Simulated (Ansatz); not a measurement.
Molecular dynamics of Be

Input:

```yaml
accuracy: low
crystal:
  lattice:
    - [6.982643, 0.0, 0.0]
    - [-3.491321, 6.047146, 0.0]
    - [0.0, 0.0, 7.294534]
  atoms:
    - { symbol: Be, position: [0.04894072, 0.03290459, 0.02023611] }
    - { symbol: Be, position: [0.12768277, 0.23860688, 0.21397606] }
    - { symbol: Be, position: [-0.04838853, -0.07550083, 0.50022943] }
    - { symbol: Be, position: [0.01120899, 0.15001961, 0.71124896] }
    - { symbol: Be, position: [-0.00630733, 0.38104386, -0.01279576] }
    - { symbol: Be, position: [0.06289139, 0.56095275, 0.22897918] }
    - { symbol: Be, position: [0.02659493, 0.41541533, 0.49247328] }
    - { symbol: Be, position: [0.16918748, 0.63762834, 0.73230146] }
    - { symbol: Be, position: [-0.03774384, 0.68595944, -0.0102581] }
    - { symbol: Be, position: [0.19932159, 0.91939101, 0.37427689] }
    - { symbol: Be, position: [-0.07338329, 0.65053606, 0.51990474] }
    - { symbol: Be, position: [0.08454259, 0.90787611, 0.75758126] }
    - { symbol: Be, position: [0.3045053, -0.04081252, -0.03690194] }
    - { symbol: Be, position: [0.41333292, 0.2349031, 0.27756962] }
    - { symbol: Be, position: [0.46585152, 0.0326558, 0.50971278] }
    - { symbol: Be, position: [0.53579637, 0.19305593, 0.71979545] }
    - { symbol: Be, position: [0.3157581, 0.25511404, 0.00653337] }
    - { symbol: Be, position: [0.42711415, 0.50233053, 0.23857887] }
    - { symbol: Be, position: [0.23221293, 0.18163657, 0.53106413] }
    - { symbol: Be, position: [0.30628662, 0.44065058, 0.70259944] }
    - { symbol: Be, position: [0.29814553, 0.67540531, 0.03398754] }
    - { symbol: Be, position: [0.5126172, 0.92373198, 0.22870416] }
    - { symbol: Be, position: [0.30086121, 0.69345392, 0.47092057] }
    - { symbol: Be, position: [0.48503468, 0.78488875, 0.7454403] }
    - { symbol: Be, position: [0.71402279, 0.03104761, -0.02960351] }
    - { symbol: Be, position: [0.8027372, 0.22663476, 0.25974133] }
    - { symbol: Be, position: [0.76690447, 0.07837717, 0.56735042] }
    - { symbol: Be, position: [0.8677345, 0.36731756, 0.73890603] }
    - { symbol: Be, position: [0.70159909, 0.37776828, -0.0114224] }
    - { symbol: Be, position: [0.7561889, 0.56861114, 0.28751663] }
    - { symbol: Be, position: [0.67325293, 0.32839906, 0.4758603] }
    - { symbol: Be, position: [0.60892809, 0.48948457, 0.77313041] }
    - { symbol: Be, position: [0.7094913, 0.7344032, 0.04229053] }
    - { symbol: Be, position: [0.81799898, 0.91271967, 0.26002875] }
    - { symbol: Be, position: [0.62104792, 0.6664285, 0.46048734] }
    - { symbol: Be, position: [0.79802963, 0.83696156, 0.71955636] }
basis:
  ecutwfc: 420.0
kpoints:
  mp_grid: { grid: [2, 2, 2] }
hamiltonian:
  xc: pbe
scf:
  occupations: { method: fermi_dirac, width: 0.24 }
  lower_state_search: "off"
md:
  timestep: 1
  n_steps: 100
  ensemble: nvt_langevin
  temperature: 1680.0
  initial_velocities: maxwell_boltzmann
  seed: 655024
  friction: 0.05
```

Run as:

```bash
$ ansatz run input.yaml --threads 1 --pin off --max-ram 3072MiB --backend cpu --events-out ev --progress --plain --runs-dir out
```

It goes on from the last frame of an earlier run, with new velocities.

Output, in part (step lines):

```
md step     0: t =     0.00 fs  T =  1633.3 K  F+E_penalty+E_count = -3323.05432469 eV  E_kin = 7.600488 eV  (6 SCF iters)
md step     1: t =     1.00 fs  T =  1600.8 K  F+E_penalty+E_count = -3323.05435168 eV  E_kin = 7.448895 eV  (6 SCF iters)
md step     2: t =     2.00 fs  T =  1692.6 K  F+E_penalty+E_count = -3323.06790412 eV  E_kin = 7.876415 eV  (6 SCF iters)
md step     3: t =     3.00 fs  T =  1592.9 K  F+E_penalty+E_count = -3323.11499975 eV  E_kin = 7.412233 eV  (6 SCF iters)
md step     4: t =     4.00 fs  T =  1487.4 K  F+E_penalty+E_count = -3323.24759661 eV  E_kin = 6.921362 eV  (6 SCF iters)
md step     5: t =     5.00 fs  T =  1626.6 K  F+E_penalty+E_count = -3323.46726924 eV  E_kin = 7.568988 eV  (5 SCF iters)
md step     6: t =     6.00 fs  T =  1874.9 K  F+E_penalty+E_count = -3323.73257244 eV  E_kin = 8.724734 eV  (5 SCF iters)
md step     7: t =     7.00 fs  T =  1986.3 K  F+E_penalty+E_count = -3323.98142894 eV  E_kin = 9.243053 eV  (5 SCF iters)
[... lines left out ...]
```

The steps, from the saved trajectory:

```csv
time (fs),T (K),potential energy less start (eV)
0.0,1633,0.000
3.0,1593,-0.061
6.0,1875,-0.678
9.0,2131,-1.436
12.0,2198,-1.926
15.0,2380,-2.241
18.0,2097,-1.967
21.0,1928,-1.701
24.0,2136,-1.905
27.0,2138,-2.716
30.0,2514,-3.634
33.0,2732,-4.244
36.0,2683,-4.615
39.0,2236,-4.644
42.0,2277,-4.156
45.0,1862,-3.587
48.0,1541,-3.364
51.0,2099,-3.586
54.0,2193,-3.958
57.0,1899,-4.382
60.0,1911,-4.815
63.0,2023,-4.889
66.0,1939,-4.951
69.0,1793,-5.377
72.0,2041,-5.808
75.0,2342,-6.231
78.0,2275,-6.092
81.0,2141,-5.390
84.0,1477,-4.434
87.0,1575,-4.436
90.0,1666,-5.250
93.0,1928,-6.240
96.0,1698,-6.831
99.0,1493,-7.230
```

The run went to its last step. The mean temperature of the second half is 12 % above the set value. A run of 0.1 ps of so small a system gives no equilibrium averages. Limits of this set-up: coarse k mesh, low accuracy level.

Mean squared displacements from the first frame to the last, about the centre of mass: Be 0.37 Å².

Last frame:

```xyz
36
Lattice="6.9826 0.0000 0.0000 -3.4913 6.0471 0.0000 0.0000 0.0000 7.2945" Properties=species:S:1:pos:R:3
Be -0.019 0.268 0.185
Be -0.064 1.608 2.107
Be -0.161 0.235 3.583
Be -0.358 1.345 5.646
Be -1.267 2.180 -0.094
Be -1.200 3.513 1.819
Be -1.605 2.476 3.485
Be -0.929 3.315 5.548
Be -2.459 4.426 0.179
Be -2.193 5.851 1.825
Be -2.227 4.539 3.527
Be -2.221 5.622 5.745
Be 2.658 0.031 0.168
Be 2.531 1.577 2.081
Be 2.447 0.281 3.650
Be 2.443 1.404 5.733
Be 1.406 2.026 0.464
Be 1.095 3.623 2.009
Be 1.238 2.092 3.802
Be 1.335 3.351 6.022
Be 0.007 4.164 -0.040
Be 0.195 5.303 1.807
Be -0.241 4.160 3.587
Be -0.123 5.253 5.183
Be 4.607 0.034 0.176
Be 4.588 1.534 2.018
Be 4.782 0.231 4.058
Be 4.594 1.572 5.583
Be 3.688 2.095 0.193
Be 3.538 3.530 1.946
Be 3.393 2.044 3.699
Be 3.475 3.447 5.493
Be 2.172 4.331 0.592
Be 2.382 5.565 2.087
Be 2.372 4.470 3.799
Be 2.304 5.490 6.116
```

Time of the run: 14 min on 1 thread of Arm Neoverse V1, on a shared host, peak memory 0.7 GiB.
